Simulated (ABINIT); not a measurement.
# InAs (F-43m) in ABINIT: settings compared

One crystal, InAs, is run at these levels: PBE, LDA, PBEsol; tasks: single point, relaxation of cell and atoms.

All numbers are computed with ABINIT 10.8.3 (patched build); they aren't measurements. Logs are shortened: lines on timing, memory, paths and dates and some standing lists are left out, and cuts for length are marked. The log counts tension as positive stress, the text compression.

**What was measured.**

From a printed reference work, data compilation, for a bulk crystal of InAs at 4.2 K: band gap 0.418 eV (direct).

The results are compared with them further down.

## (1) The crystal as given

The structure is cubic, space group F-43m (No. 216). The conventional cell has a = 6.036 Å, b = 6.036 Å, c = 6.036 Å, α = 90.00°, β = 90.00°, γ = 90.00°. Around In (site symmetry -43m) lie 4 As at 2.61 Å. As (site symmetry -43m) is surrounded by 4 In at 2.61 Å.

## (2) Single point, PBE

run.abi

```
# Pseudopotentials
pp_dirpath "./"
pseudos "In.upf, As.upf"

# Structure
acell 3*1.0 Angstrom
rprim
     0.0000000000     3.0180000000     3.0180000000
     3.0180000000     0.0000000000     3.0180000000
     3.0180000000     3.0180000000     0.0000000000
ntypat 2
znucl 49 33
natom 2
typat 1 2
xcart
     0.0000000000     0.0000000000     0.0000000000
     4.5270000000     4.5270000000     4.5270000000 Angstrom

# Plane-wave basis
ecut 38.0

# k points
kptopt 1
ngkpt 6 6 6
nshiftk 1
shiftk 0.0 0.0 0.0

# Exchange and correlation
ixc 11

# Bands and occupations
nband 18
occopt 3
tsmear 0.05 eV

# SCF cycle
nstep 100
tolvrs 1.0e-10

# Output
iomode 3
prtwf 0
prtden 0
prteig 0
prtebands 0
enunit 2
```

Potentials or basis: PseudoDojo NC SR PBE v0.4.1 standard.

Command:

```console
$ mpirun --bind-to none -np 4 abinit run.abi > log 2>&1
```

run.abo:

```text
.Version 10.8.3 of ABINIT
 Symmetries : space group F-4 3 m (#216); Bravais cF (face-center cubic)
================================================================================
 Values of the parameters that define the memory need of the present run
     intxc =       0    ionmov =       0      iscf =       7    lmnmax =       6
     lnmax =       6     mgfft =      48  mpssoang =       3    mqgrid =    3001
     natom =       2  nloc_mem =       1    nspden =       1   nspinor =       1
    nsppol =       1      nsym =      24    n1xccc =    2501    ntypat =       2
    occopt =       3   xclevel =       2
       mpw =        4168          nfft =      110592          nkpt =          16
================================================================================
================================================================================

--------------------------------------------------------------------------------
------------- Echo of variables that govern the present computation ------------
--------------------------------------------------------------------------------
 -outvars: echo values of preprocessed input variables --------
            acell      1.8897261259E+00  1.8897261259E+00  1.8897261259E+00 Bohr
              amu      1.14820000E+02  7.49215900E+01
             ecut      3.80000000E+01 Hartree
           enunit           2
              ixc          11
         kptrlatt        6    0    0      0    6    0      0    0    6
          kptrlen      4.83932011E+01
            natom           2
            nband          18
            ngfft          48      48      48
             nkpt          16
            nstep         100
             nsym          24
           ntypat           2
           occopt           3
           prtden           0
        prtebands           0
           prteig           0
            prtwf           0
            rprim      0.0000000000E+00  3.0180000000E+00  3.0180000000E+00
                       3.0180000000E+00  0.0000000000E+00  3.0180000000E+00
                       3.0180000000E+00  3.0180000000E+00  0.0000000000E+00
          spgroup         216
           tolvrs      1.00000000E-10
           tsmear      1.83746611E-03 Hartree
            typat      1  2
           xangst      0.0000000000E+00  0.0000000000E+00  0.0000000000E+00
                       4.5270000000E+00  4.5270000000E+00  4.5270000000E+00
            xcart      0.0000000000E+00  0.0000000000E+00  0.0000000000E+00
                       8.5547901720E+00  8.5547901720E+00  8.5547901720E+00
             xred      0.0000000000E+00  0.0000000000E+00  0.0000000000E+00
                       7.5000000000E-01  7.5000000000E-01  7.5000000000E-01
            znucl       49.00000   33.00000

================================================================================

 chkinp: Checking input parameters for consistency.

[... 107 lines left out ...]
       0.750000000000      0.750000000000      0.750000000000
 rms dE/dt=  0.0000E+00; max dE/dt=  0.0000E+00; dE/dt below (all hartree)
    1       0.000000000000      0.000000000000      0.000000000000
    2       0.000000000000      0.000000000000      0.000000000000

 cartesian coordinates (angstrom) at end:
    1      0.00000000000000     0.00000000000000     0.00000000000000
    2      4.52700000000000     4.52700000000000     4.52700000000000

 cartesian forces (hartree/bohr) at end:
    1     -0.00000000000000    -0.00000000000000    -0.00000000000000
    2     -0.00000000000000    -0.00000000000000    -0.00000000000000
 frms,max,avg= 0.0000000E+00 0.0000000E+00   0.000E+00  0.000E+00  0.000E+00 h/b

 cartesian forces (eV/Angstrom) at end:
    1     -0.00000000000000    -0.00000000000000    -0.00000000000000
    2     -0.00000000000000    -0.00000000000000    -0.00000000000000
 frms,max,avg= 0.0000000E+00 0.0000000E+00   0.000E+00  0.000E+00  0.000E+00 e/A
 length scales=  1.889726125908  1.889726125908  1.889726125908 bohr
              =  1.000000000000  1.000000000000  1.000000000000 angstroms
 Fermi (or HOMO) energy (hartree) =   0.15573   Average Vxc (hartree)=  -0.35129
 Eigenvalues (hartree) for nkpt=  16  k points:
 kpt#   1, nband= 18, wtk=  0.00463, kpt=  0.0000  0.0000  0.0000 (reduced coord)
  -1.13356   -1.13356   -1.13356   -1.13325   -1.13325   -0.37680   -0.37680   -0.37680
  -0.37219   -0.37219   -0.28291    0.14805    0.15437    0.15437    0.15437    0.29836
   0.29836    0.29836
      occupation numbers for kpt#   1
   2.00000    2.00000    2.00000    2.00000    2.00000    2.00000    2.00000    2.00000
   2.00000    2.00000    2.00000    1.96984    1.35303    1.35303    1.35303    0.00000
   0.00000    0.00000
 prteigrs : prtvol=0 or 1, do not print more k-points.

 Fermi (or HOMO) energy (eV) =   4.23758   Average Vxc (eV)=  -9.55914
 Eigenvalues (   eV  ) for nkpt=  16  k points:
 kpt#   1, nband= 18, wtk=  0.00463, kpt=  0.0000  0.0000  0.0000 (reduced coord)
 -30.84582  -30.84582  -30.84582  -30.83738  -30.83738  -10.25313  -10.25313  -10.25313
 -10.12790  -10.12790   -7.69831    4.02862    4.20069    4.20069    4.20069    8.11875
   8.11875    8.11875
 prteigrs : prtvol=0 or 1, do not print more k-points.

--- !EnergyTerms
iteration_state     : {dtset: 1, }
comment             : Components of total free energy in Hartree
kinetic             :  1.18073227486938E+02
hartree             :  5.22957053060271E+01
xc                  : -4.38300942693719E+01
Ewald energy        : -9.28949151399889E+01
psp_core            :  4.09316210521002E+00
local_psp           : -1.43190211912791E+02
non_local_psp       : -6.70808306444619E+01
internal            : -1.72533957068438E+02
'-kT*entropy'       : -3.54715388048658E-05
total_energy        : -1.72533992539977E+02
total_energy_eV     : -4.69488911156652E+03
band_energy         : -1.52647982869459E+01
...

 Cartesian components of stress tensor (hartree/bohr^3)
  sigma(1 1)= -1.27464682E-04  sigma(3 2)=  0.00000000E+00
  sigma(2 2)= -1.27464682E-04  sigma(3 1)=  0.00000000E+00
  sigma(3 3)= -1.27464682E-04  sigma(2 1)=  0.00000000E+00

-Cartesian components of stress tensor (GPa)         [Pressure=  3.7501E+00 GPa]
- sigma(1 1)= -3.75014041E+00  sigma(3 2)=  0.00000000E+00
- sigma(2 2)= -3.75014041E+00  sigma(3 1)=  0.00000000E+00
- sigma(3 3)= -3.75014041E+00  sigma(2 1)=  0.00000000E+00

== END DATASET(S) ==============================================================
================================================================================

 -outvars: echo values of variables after computation  --------
            acell      1.8897261259E+00  1.8897261259E+00  1.8897261259E+00 Bohr
           etotal     -1.7253399254E+02
            fcart     -0.0000000000E+00 -0.0000000000E+00 -0.0000000000E+00
                      -0.0000000000E+00 -0.0000000000E+00 -0.0000000000E+00
            rprim      0.0000000000E+00  3.0180000000E+00  3.0180000000E+00
                       3.0180000000E+00  0.0000000000E+00  3.0180000000E+00
                       3.0180000000E+00  3.0180000000E+00  0.0000000000E+00
           strten     -1.2746468177E-04 -1.2746468177E-04 -1.2746468177E-04
                       0.0000000000E+00  0.0000000000E+00  0.0000000000E+00
           xangst      0.0000000000E+00  0.0000000000E+00  0.0000000000E+00
                       4.5270000000E+00  4.5270000000E+00  4.5270000000E+00
             xred      0.0000000000E+00  0.0000000000E+00  0.0000000000E+00
                       7.5000000000E-01  7.5000000000E-01  7.5000000000E-01
 Calculation completed.
```

Run time: 13 s. Hardware: 4 MPI ranks of Arm Neoverse V2, shared host; peak memory 0.36 GiB.

What came out:

```
Free energy                                           : -4694.8891 eV
Band gap on the k mesh                                : none (metal or under the smearing width)
Valence electrons inside the program's atomic spheres : In 9.91; As 12.37
```

Levels at points of the mesh, in eV from the Fermi level:
```
           k point  band 11  band 12  band 13  band 14  band 15  band 16  band 17  band 18
(0.00, 0.00, 0.00)   -11.94    -0.21    -0.04    -0.04    -0.04     3.88     3.88     3.88
(0.50, 0.00, 0.00)   -10.46    -5.83    -1.03    -1.03     0.93     4.65     4.65     6.85
(0.50, 0.50, 0.00)    -9.91    -5.90    -2.37    -2.37     1.50     2.03     9.24     9.28
```

Caveat: the cutoff is too short for stress, so the log's stress isn't used; this crystal is a semiconductor, whose small gap the functional closes, so the metal is an error of the method.

## (3) Relaxation of cell and atoms, LDA

run.abi

```
pp_dirpath "./"
pseudos "In.upf, As.upf"

acell 3*1.0 Angstrom
rprim
     0.0000000000     3.0180000000     3.0180000000
     3.0180000000     0.0000000000     3.0180000000
     3.0180000000     3.0180000000     0.0000000000
ntypat 2
znucl 49 33
natom 2
typat 1 2
chkprim 0
chksymtnons 0
tolsym 1.0e-6
xred
            0.0            0.0            0.0
            3/4            3/4            3/4

ecut 1088.455450 eV
ecutsm 0.5

kptopt 1
ngkpt 6 6 6
nshiftk 1
shiftk 0.0 0.0 0.0

ixc 7

nband 18
occopt 3
tsmear 0.05 eV

nstep 80
tolvrs 1.0e-12

iomode 3
prteig 0
prtebands 0
prtwf 0
prtden 0

ionmov 2
optcell 2
ntime 50
tolmxf 2.0e-5
dilatmx 1.08
```

Potentials or basis: PseudoDojo NC SR LDA v0.4.1 standard.

Command:

```console
$ mpirun --bind-to none -np 4 abinit run.abi > log 2>&1
```

Wall time 50 s (4 MPI ranks of Arm Neoverse V1, shared host); peak memory 0.36 GiB.

It converged, with:

- Free energy: -4686.8273 eV
- Relaxed volume: 27.35 Å³/atom
- Relaxed cell: a = 4.261 Å, b = 4.261 Å, c = 4.261 Å, α = 60.00°, β = 60.00°, γ = 60.00°
- Space group after relaxing (to 0.05 Å): F-43m (No. 216)
- Energy gained by relaxing: 0.1 meV/atom
- Ionic steps: 3
- Pressure after relaxing: 0.0 GPa
- Band gap on the k mesh: none (metal or under the smearing width)

Step by step:
```csv
step,energy change (eV),largest force (eV/Å),pressure (GPa),volume (Å³)
1,0.0000,0.0000,-0.30,54.98
2,-0.0001,0.0000,-0.25,54.93
3,-0.0003,0.0000,0.01,54.70
```

Final structure:
```
CELL_PARAMETERS angstrom
0.00000 3.01286 3.01286
3.01286 0.00000 3.01286
3.01286 3.01286 0.00000
ATOMIC_POSITIONS crystal
In 0.00000 0.00000 0.00000
As 0.75000 0.75000 0.75000
```

Caveat: this crystal is a semiconductor, whose small gap the functional closes, so the metal is an error of the method. Zero-point motion and thermal expansion aren't in these numbers.

## (4) Single point, LDA (cell relaxed)

run.abi

```
# Pseudopotentials
pp_dirpath "./"
pseudos "In.upf, As.upf"

# Structure
acell 4.2608256633 4.2608256633 4.2608256633 Angstrom
rprim
     0.0000000000     0.7071067812     0.7071067812
     0.7071067812     0.0000000000     0.7071067812
     0.7071067812     0.7071067812     0.0000000000
ntypat 2
znucl 49 33
natom 2
typat 1 2
xred
     0.0000000000     0.0000000000     0.0000000000
     0.7500000000     0.7500000000     0.7500000000
chkprim 0
chksymtnons 0
tolsym 1.0e-6

# Plane-wave basis
ecut 40.0

# k points
kptopt 1
ngkpt 6 6 6
nshiftk 1
shiftk 0.0 0.0 0.0

# Exchange and correlation
ixc 7

# Bands and occupations
nband 18
occopt 3
tsmear 0.05 eV

# SCF cycle
nstep 100
tolvrs 1.0e-10

# Output
iomode 3
prtwf 0
prteig 0
prtebands 0
enunit 1
prtvol 2
prtden 1
prtvha 1
prtvclmb 1
prtpot 1
prtelf 1
```

Command:

```console
$ mpirun --bind-to none -np 4 abinit run.abi > log 2>&1
```

Run time: 15 s. Hardware: 4 MPI ranks of Arm Neoverse V1, shared host; peak memory 0.32 GiB.

Results (log left out):

```yaml
Free_energy: -4686.8277 eV
Pressure: -0.1 GPa
Band_gap_on_the_k_mesh: none (metal or under the smearing width)
Valence_electrons_inside_the_program's_atomic_spheres: In 9.91; As 12.37
```

Levels at points of the mesh, in eV from the Fermi level:
| k point | band 12 | band 13 | band 14 | band 15 | band 16 | band 17 |
| --- | --- | --- | --- | --- | --- | --- |
| (0.00, 0.00, 0.00) | -0.42 | -0.04 | -0.04 | -0.04 | 3.80 | 3.80 |
| (0.50, 0.00, 0.00) | -5.94 | -1.05 | -1.05 | 0.77 | 4.59 | 4.59 |
| (0.50, 0.50, 0.00) | -6.01 | -2.41 | -2.41 | 1.37 | 1.92 | 9.05 |

Caveat: this crystal is a semiconductor, whose small gap the functional closes, so the metal is an error of the method.

## (5) Single point, PBEsol

Edit run.abi of step 4 so:

```diff
@@ -5,3 +5,3 @@
 # Structure
-acell 4.2608256633 4.2608256633 4.2608256633 Angstrom
+acell 8.0655335175 8.0655335175 8.0655335175
 rprim
@@ -17,8 +17,5 @@
      0.7500000000     0.7500000000     0.7500000000
-chkprim 0
-chksymtnons 0
-tolsym 1.0e-6
 
 # Plane-wave basis
-ecut 40.0
+ecut 38.0
 
@@ -31,3 +28,3 @@
 # Exchange and correlation
-ixc 7
+ixc -116133
 
@@ -36,3 +33,3 @@
 occopt 3
-tsmear 0.05 eV
+tsmear 0.00183747
 
@@ -45,10 +42,4 @@
 prtwf 0
+prtden 0
 prteig 0
 prtebands 0
-enunit 1
-prtvol 2
-prtden 1
-prtvha 1
-prtvclmb 1
-prtpot 1
-prtelf 1
```

Potentials or basis: PseudoDojo NC SR PBEsol v0.4.1 standard.

Command:

```console
$ mpirun --bind-to none -np 4 abinit run.abi > log 2>&1
```

Run time: 17 s. Hardware: 4 MPI ranks of Arm Neoverse V1, shared host; peak memory 0.36 GiB.

The run converged. Its results:

* Free energy: -4686.9902 eV
* Pressure: 1.0 GPa
* Band gap on the k mesh: none (metal or under the smearing width)
* Valence electrons inside the program's atomic spheres: In 9.91; As 12.37

Levels at points of the mesh, in eV from the Fermi level:
```csv
k point,band 11,band 12,band 13,band 14,band 15,band 16,band 17,band 18
"(0.00, 0.00, 0.00)",-11.96,-0.30,-0.04,-0.04,-0.04,3.83,3.83,3.83
"(0.50, 0.00, 0.00)",-10.47,-5.87,-1.04,-1.04,0.85,4.60,4.60,6.71
"(0.50, 0.50, 0.00)",-9.92,-5.94,-2.39,-2.39,1.40,1.95,9.14,9.22
```

Caveat: this crystal is a semiconductor, whose small gap the functional closes, so the metal is an error of the method.

## (6) Single point, LDA

run.abi

```
pp_dirpath "./"
pseudos "In.upf, As.upf"

acell 3*1.0
rprim
     0.0000000000     5.7031934441     5.7031934441
     5.7031934441     0.0000000000     5.7031934441
     5.7031934441     5.7031934441     0.0000000000
ntypat 2
znucl 49 33
natom 2
typat 1 2
xred
     0.0000000000     0.0000000000     0.0000000000
     0.7500000000     0.7500000000     0.7500000000

ecut 34.0

kptopt 1
ngkpt 6 6 6
nshiftk 1
shiftk 0.0 0.0 0.0

ixc 7

nband 18
occopt 3
tsmear 0.05 eV

nstep 100
tolvrs 1.0e-10

iomode 3
prtwf 0
prteig 0
prtebands 0
enunit 2
prtden 1
prtvha 1
prtvclmb 1
prtpot 1
prtelf 1
```

Potentials or basis: PseudoDojo NC SR LDA v0.4.1 standard.

Command:

```console
$ mpirun --bind-to none -np 4 abinit run.abi > log 2>&1
```

It took 11 s on 4 MPI ranks of Intel Xeon Platinum 8488C (Sapphire Rapids), shared host; peak memory 0.28 GiB.

It converged, with:

```
Free energy                                           : -4686.6213 eV
Band gap on the k mesh                                : none (metal or under the smearing width)
Valence electrons inside the program's atomic spheres : In 9.91; As 12.39
```

Levels at points of the mesh, in eV from the Fermi level:
```
           k point  band 12  band 13  band 14  band 15  band 16  band 17
(0.00, 0.00, 0.00)    -0.45    -0.04    -0.04    -0.04     3.80     3.80
(0.50, 0.00, 0.00)    -5.91    -1.04    -1.04     0.76     4.59     4.59
(0.50, 0.50, 0.00)    -5.99    -2.40    -2.40     1.38     1.92     9.01
```

Caveat: the cutoff is too short for stress, so the log's stress isn't used; this crystal is a semiconductor, whose small gap the functional closes, so the metal is an error of the method.

## (7) The runs side by side

| task | level | potentials or basis | cell | cutoff (eV) | cell freedom (optcell) | optimiser (ionmov) | cutoff smearing ecutsm (Ha) | force stop (Ha/bohr) | gap on the mesh (eV) | pressure (GPa) |
| --- | --- | --- | --- | --- | --- | --- | --- | --- | --- | --- |
| single point | PBE | PseudoDojo NC SR PBE v0.4.1 standard | as given | 1034 | - | - | - | - | none | - |
| relaxation of cell and atoms | LDA | PseudoDojo NC SR LDA v0.4.1 standard | relaxed | 1088 | 2 | 2 | 0.5 | 2e-05 | none | 0.0 |
| single point | LDA | PseudoDojo NC SR LDA v0.4.1 standard | cell relaxed | 1088 | - | - | - | - | none | -0.1 |
| single point | PBEsol | PseudoDojo NC SR PBEsol v0.4.1 standard | as given | 1034 | - | - | - | - | none | 1.0 |
| single point | LDA | PseudoDojo NC SR LDA v0.4.1 standard | as given | 925 | - | - | - | - | none | - |

Alike in all rows: no spin polarisation; k mesh 6 × 6 × 6; smearing fermi-dirac 0.05 eV.

Caveats: this crystal is a semiconductor, whose small gap the functional closes, so the metal is an error of the method.

Absolute energies hang on the potentials; compare differences alone.

## (8) How close it comes

Step 2. A measured gap of InAs is 0.418 eV (direct; 4.2 K; a printed reference work, data compilation); the calculated 0.00 eV misses it by -0.42 eV. Spin-orbit coupling on As, In is left out. The value is that of PBE on a finite k mesh, which can miss the band edges, without temperature or zero-point motion. Semilocal functionals fall short of measured gaps as a rule.

Step 5. A measured gap of InAs is 0.418 eV (direct; 4.2 K; a printed reference work, data compilation); the calculated 0.00 eV misses it by -0.42 eV. Spin-orbit coupling on As, In is left out. The value is that of PBEsol on a finite k mesh, which can miss the band edges, without temperature or zero-point motion. Semilocal functionals fall short of measured gaps as a rule.
